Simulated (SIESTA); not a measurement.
The system is Sn.

```xyz
1
Lattice="-2.0292 2.0292 1.6608 2.0292 -2.0292 1.6608 2.0292 2.0292 -1.6608" Properties=species:S:1:pos:R:3 pbc="T T T"
Sn    0.0000    0.0000    0.0000
```

This isn't the form of Sn at room conditions, which is tetragonal (white tin).

- Program: SIESTA 5.4.2
- Task: single point
- Functional: PBEsol
- Potentials or basis: PseudoDojo 0.4 standard (PBEsol files)
- Basis: DZP (energy shift 0.003 Ry; two zetas on semicore shells)
- Grid cutoff: 500 Ry
- Energy shift: 0.003 Ry
- k mesh: 10 × 10 × 10
- Occupations: fermi-dirac, width 0.05 eV
- Spin: no spin polarisation

On this cell: pressure -1.0 GPa; band gap on the k mesh none (metal or under the smearing width).

The same run follows on a disturbed copy (cell strained at random at fixed volume):

```
Sn
1.0
    -1.96923    2.05623    1.62201
     2.04455   -2.03890    1.69286
     1.97855    2.04822   -1.60084
Sn
1
Direct
  0.00815 0.00113 0.99938
```

Q: What changes?

A: The energy (extrapolated to zero smearing) moves by +1.9 meV/atom; pressure -0.8 GPa; band gap on the k mesh none (metal or under the smearing width).

Stress tensor (GPa, compression positive):
```
-1.34 -0.23 -0.39
-0.23 -1.31 -0.11
-0.39 -0.11  0.22
```

Caveats: the basis of atomic orbitals isn't converged, which shifts pressures, moduli and gaps.
